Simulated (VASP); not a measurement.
GeSe:

```
Ge Se
1.0
    10.79000    0.00000    0.00000
     0.00000    3.82000    0.00000
     0.00000    0.00000    4.38000
Ge Se
4 4
Direct
  0.12100 0.75000 0.89400
  0.62100 0.75000 0.60600
  0.37900 0.25000 0.39400
  0.87900 0.25000 0.10600
  0.85200 0.75000 0.49700
  0.35200 0.75000 0.00300
  0.64800 0.25000 0.99700
  0.14800 0.25000 0.50300
```

| Item | Value |
| --- | --- |
| Program | VASP 6.6.1 |
| Task | relaxation of cell and atoms |
| Functional | rev-vdW-DF2 |
| Potentials or basis | VASP PAW PBE potentials, release 64 (Ge_d, Se) |
| Cutoff | 600 eV |
| k mesh | 4 × 8 × 6 |
| Occupations | gaussian, width 0.03 eV |
| Spin | no spin polarisation |

At the start: pressure 2.4 GPa; volume 22.57 Å³/atom.

How do energy, volume and symmetry change on relaxing?

Over 18 steps the energy falls by 8.0 meV/atom and the volume is 23.48 Å³/atom (+4.1 %); space group Pnma (No. 62, to 0.05 Å).

The path:
```tsv
step	energy change (eV)	largest force (eV/Å)	pressure (GPa)	volume (Å³)
1	0.0000	0.2887	2.38	180.53
2	-0.0468	0.1972	-0.91	189.44
3	-0.0565	0.0819	-0.01	186.74
4	-0.0565	0.0773	0.05	186.61
5	-0.0585	0.0556	0.06	186.78
6	-0.0600	0.0338	0.07	187.03
7	-0.0601	0.0401	0.06	187.09
8	-0.0609	0.0305	0.01	187.46
9	-0.0610	0.0256	-0.06	187.75
10	-0.0617	0.0227	-0.08	187.75
11	-0.0630	0.0190	-0.06	187.76
12	-0.0624	0.0336	0.09	187.79
13	-0.0633	0.0219	0.07	187.77
14	-0.0633	0.0368	-0.12	188.39
15	-0.0635	0.0254	-0.09	188.06
16	-0.0638	0.0263	0.01	187.80
17	-0.0638	0.0263	0.04	187.79
18	-0.0642	0.0085	-0.03	187.85
```

Final structure:
```cif
data_structure
_symmetry_space_group_name_H-M 'P 1'
_symmetry_Int_Tables_number 1
_cell_length_a 11.0012
_cell_length_b 3.8864
_cell_length_c 4.3935
_cell_angle_alpha 90.000
_cell_angle_beta 90.000
_cell_angle_gamma 90.000
_cell_volume 187.85
loop_
_atom_site_label
_atom_site_type_symbol
_atom_site_fract_x
_atom_site_fract_y
_atom_site_fract_z
_atom_site_occupancy
Ge1 Ge 0.12363 0.75000 0.89094 1
Ge2 Ge 0.62363 0.75000 0.60906 1
Ge3 Ge 0.37637 0.25000 0.39094 1
Ge4 Ge 0.87637 0.25000 0.10906 1
Se1 Se 0.85491 0.75000 0.50230 1
Se2 Se 0.35491 0.75000 0.99770 1
Se3 Se 0.64509 0.25000 0.00230 1
Se4 Se 0.14509 0.25000 0.49770 1
```

Caveat: the PAW data sets were made with another functional, which shifts forces and pressure a little.
